## Choosing a functional for the band gap of diamond

No functional in this table gives a usable absolute band gap for diamond. Across the table the gap varies by about half an electronvolt, part of which may come from the different potentials, while even the best-placed row stays more than one electronvolt below the measured value. The step from one of these semilocal functionals to another is therefore clearly smaller than the error that all of them share.

ABINIT 10.8.3, plane-wave Kohn–Sham DFT for diamond in a two-atom cell at a fixed cubic lattice constant of 3.5667 Å, without spin polarisation or spin–orbit coupling. All rows use a 13 × 13 × 13 k mesh and Fermi–Dirac smearing of 0.05 eV; the gaps are taken along the path Γ–X–W–K–Γ–L–U–W–L–K.

| functional | potentials | wave cutoff | gap on path (eV) | direct gap on path (eV) |
| --- | --- | --- | --- | --- |
| LDA | PseudoDojo-NC-SR-LDA-v0.4-stringent | 1115.67 eV | 4.140 | 5.560 |
| PBEsol | JTH-PAW-PBE-v2.0 | 544.228 eV | 4.001 | 5.541 |
| revPBE | JTH-PAW-PBE-v2.0 | 544.228 eV | 4.123 | 5.596 |
| BLYP | PseudoDojo-NC-SR-PBE-v0.4.1-standard | 1115.67 eV | 4.432 | 5.740 |
| AM05 | JTH-PAW-PBE-v2.0 | 544.228 eV | 4.014 | 5.517 |
| HCTH407 | JTH-PAW-PBE-v2.0 | 544.228 eV | 4.237 | 5.581 |
| LDA-PZ | PseudoDojo-NC-SR-LDA-v0.4.1-standard | 1115.67 eV | 4.133 | 5.557 |
| LDA-VWN | JTH-PAW-LDA-v2.0 | 544.228 eV | 4.100 | 5.546 |
| PW91 | PseudoDojo-NC-SR-PBE-v0.4.1-standard | 1115.67 eV | 4.212 | 5.644 |
| SOGGA | JTH-PAW-PBE-v2.0 | 544.228 eV | 3.914 | 5.501 |
| WC | PseudoDojo-NC-SR-PBEsol-v0.4.1-standard | 1115.67 eV | 4.088 | 5.591 |
| rSCAN | SG15-NC-PBE-v1.2 | 1333.36 eV | 4.281 | 5.841 |

The "gap on path" is the energy from the highest filled state to the lowest empty one, wherever the two lie along the path of wave vectors. In diamond it is indirect: the valence top is at Γ, the centre of the Brillouin zone, and the conduction minimum lies part of the way from Γ to X. The "direct gap on path" is the smallest separation at one and the same wave vector, here Γ. As a yardstick for the indirect gap I use a rough, recalled measured value of 5.5 eV.

### The error that all rows share

Against that yardstick the shortfall runs from 1.1 eV for BLYP to 1.6 eV for SOGGA. Its main cause is known from standard theory and is not something the table itself shows. A true gap is the energy needed to remove an electron minus the energy gained when one is added elsewhere. When an electron is added to an insulator, the exact exchange–correlation potential jumps by a constant, and this jump belongs to the gap. In a solid, the potentials of LDA and of the ordinary gradient-corrected functionals (GGAs) used here have no such jump, so the difference of their band energies leaves it out.

The vibrations of the lattice do not excuse the calculation. Even at the lowest temperatures, zero-point motion makes the measured gap of diamond smaller than that of a rigid lattice. The table describes a rigid lattice, so its values should lie above the measured one, and the real deficit is larger than the shortfall quoted here.

An ultraviolet detector shows what this error costs. Light can begin to be absorbed once its photon energy reaches the gap, so the longest absorbed wavelength is λ = hc/E, with h the Planck constant, c the speed of light and hc about 1240 eV nm. The measured gap gives 1240/5.5, or about 225 nm. The SOGGA gap gives 1240/3.914, or about 317 nm.

Sunlight at the ground begins at very roughly 300 nm. A detector with an edge at 225 nm doesn't see it, which is why diamond suits solar-blind devices. SOGGA would predict some response to daylight, and even BLYP, with an edge near 280 nm, leaves only a thin margin. The onset at an indirect gap is weak because a lattice vibration must take part, but a designer who trusted these gaps would still misjudge the material.

### Why a higher rung doesn't mean a better gap

LDA uses only the local density, and a GGA also uses its gradient. If this added ingredient cured the gap, the GGAs would all lie above LDA. They don't: four of them lie below every LDA row and three lie above. Since the potentials differ too, only SOGGA below and BLYP above are far enough from LDA for their places to count, but SOGGA alone is enough to refute the idea. The gradient terms reshape the potential, but they don't supply the missing jump.

What a reshaped potential does to a gap can be seen from a simple first-order argument. Each band energy moves by the change of potential averaged over the density of that state. The gap moves by the average for the conduction state minus the average for the valence state. A functional can therefore alter the potential a good deal and hardly move the gap, if both states feel the change alike.

SOGGA, revPBE and HCTH407 allow a fairly clean comparison, because they share one cell, one potential set and one cutoff. That set was made for PBE, so the sizes of the steps are expected to depend on it more than their signs. From SOGGA to revPBE, whose exchange responds more strongly to density gradients, the indirect gap grows by 0.21 eV but the direct gap by only 0.10 eV. Both gaps start from the same valence top, so its shift cancels when the two changes are compared. What remains is a rise of the conduction minimum by about 0.11 eV relative to the conduction state at Γ.

The step from revPBE to HCTH407 makes the point more sharply. The indirect gap grows by a further 0.11 eV while the direct gap stays practically where it was. The two conduction states evidently feel the change of functional differently. The densities of the single states were not printed, but the runs give a hint of the direction. The charge inside the sphere of the first atom rises from 2.6381 electrons for SOGGA to 2.6542 for revPBE and 2.661 for HCTH407, in the same order as the indirect gap. The potential thus seems to favour the region near the atoms more and more over the empty space between them. The conduction minimum towards X is expected to have more of its density in that empty space than the valence top or the conduction state at Γ, so it should rise most. This fits both steps, but it is a reading of the data, not a proof.

The same reasoning carries over to other semiconductors. Where two band edges have similar densities, a change of functional should move them together. Where they differ in character, their spacing is open to the choice of functional, and an agreement found for one gap is no warrant for another.

### A rigid shift repairs only one number

A cheap remedy is to raise all conduction bands by one constant, chosen so that the indirect gap comes out right. For SOGGA the constant is 5.5 − 3.914, or about 1.6 eV, and the direct gap becomes 5.501 + 1.586, or about 7.1 eV. For HCTH407 the same recipe gives 5.581 + 1.263, or about 6.8 eV. If the functionals differed only by a rigid shift, the two answers would agree.

Over all rows the corrected direct gaps differ by 0.28 eV. The recipe is good enough to place an indirect absorption edge that is already known from experiment. It leaves the spacing of the conduction states open to the choice of row by a few tenths of an electronvolt, and an error common to all rows would not even show up in this spread. The table has no reference for the direct gap, so it can't tell which functional gets that spacing right.

### Why BLYP is not the winner

BLYP has the largest indirect gap and so the smallest shortfall, but this is a poor reason to choose it. All rows use the same cell, and in that cell BLYP reports a pressure of about 16 GPa: it wants a larger crystal. With a rough, recalled pressure coefficient of 0.006 eV per GPa, letting the cell expand would lower its gap by about 0.1 eV. The fixed cell is close to the measured one, so it is the fair cell for a comparison with the measured gap. But where each functional relaxes its own cell, BLYP would lose part of its lead, while the rows under tension would gain a little. Either way it stays more than one electronvolt short, so the common error is still in place.

The meta-GGA rSCAN, which also uses the kinetic-energy density of the orbitals, has the largest direct gap, yet its indirect gap stays below that of BLYP. In principle its orbital-dependent potential can recover some of the missing jump. This one row can't show how much, since it also has a potential set of its own, and the program warned that a routine for the core density was not ready for production. It is no basis for ranking meta-GGAs against GGAs.

### What the settings cost and what they buy

The number of plane waves grows as the cutoff energy to the power 3/2. The norm-conserving PseudoDojo rows therefore need about three times as many as the JTH-PAW rows, and the SG15 row about four times as many. This compares the size of the basis, not the run time, because PAW has extra work to do around each atom. The price does not buy a better absolute gap: the three LDA rows, nearly the same functional in different potentials, agree within 0.04 eV.

That small difference becomes important when functionals are to be ranked. WC and PBEsol are close relatives, yet here, with different potential sets, their indirect gaps differ by 0.09 eV, and the table can't say how much of this is the functional. Differences below about 0.1 eV should be read only between rows with the same potentials. Even then, all the GGA rows and rSCAN use potentials made for another functional, and the PAW rows carry a warning of slightly overlapping atomic spheres.

The k mesh needs similar care. The conduction minimum lies between special points, and the regular mesh can miss it: the gap taken from the mesh is up to 0.025 eV larger than the gap on the path. The path is a finite list of points too, so even its gap may lie slightly too high. Such errors are harmless for an absolute gap that is wrong by more than one electronvolt, but not for a comparison of close relatives. The printed output after this section lists the differences used here.

For the statement that diamond is a wide-gap insulator, the cheapest row is as good as any. For changes of a few tenths of an electronvolt between functionals, keep to one potential set and one cell, at the cutoff which that set needs. The low cutoff of the PAW rows must not be carried over to norm-conserving potentials. Their orbitals have to keep the full charge near the atom, and so they generally need more plane waves. For an absolute gap, as in the detector, the effort belongs in a different kind of theory: a hybrid functional, which mixes in exact exchange, or a GW calculation, which computes the energies of adding and removing an electron. Both cost far more than any row here, but they address the error that these rows have in common.

Printed output of the fit:

```
Gaps against the rough measured value:
      row  shortfall_eV  direct_less_indirect_eV  edge_nm  pressure_GPa
      LDA          1.36                     1.42    299.5        -11.13
   PBEsol         1.499                     1.54    309.9        -5.321
   revPBE         1.377                    1.473    300.7          5.71
     BLYP         1.068                    1.308    279.7         16.33
     AM05         1.486                    1.503    308.9        -6.535
  HCTH407         1.263                    1.344    292.6        -6.542
   LDA-PZ         1.367                    1.424      300         -10.4
  LDA-VWN           1.4                    1.446    302.4        -14.08
     PW91         1.288                    1.432    294.4         2.989
    SOGGA         1.586                    1.587    316.8         -7.34
       WC         1.412                    1.503    303.3        -1.685
    rSCAN         1.219                     1.56    289.6        -3.169
Spread of the indirect gap over all rows (eV): 0.518
Spread of the direct gap over all rows (eV): 0.34
Spread of the indirect gap over the three LDA rows (eV): 0.04
Smallest shortfall of the indirect gap (eV): 1.068
Largest shortfall of the indirect gap (eV): 1.586
Indirect gap, revPBE less SOGGA (eV): 0.209
Direct gap, revPBE less SOGGA (eV): 0.095
Indirect gap, BLYP less PW91 (eV): 0.22
Direct gap, BLYP less PW91 (eV): 0.096
Indirect gap, HCTH407 less revPBE (eV): 0.114
Direct gap, HCTH407 less revPBE (eV): -0.015
Indirect gap, HCTH407 less AM05 at nearly equal pressure (eV): 0.223
Indirect gap, WC less PBEsol with different potentials (eV): 0.087
Number of GGA rows below every LDA row (indirect gap): 4
Number of GGA rows above every LDA row (indirect gap): 3
Range of direct less indirect gap over all rows (eV): 0.279
Largest excess of the mesh gap over the path gap (eV): 0.02526
Plane waves, PseudoDojo over JTH (ratio): 2.935
Plane waves, SG15 over JTH (ratio): 3.835
Absorption edge for the rough measured gap (nm): 225.4
Rough change of the BLYP gap on relaxing the cell (eV): -0.09797
Rough change of the LDA-VWN gap on relaxing the cell (eV): 0.08446
```
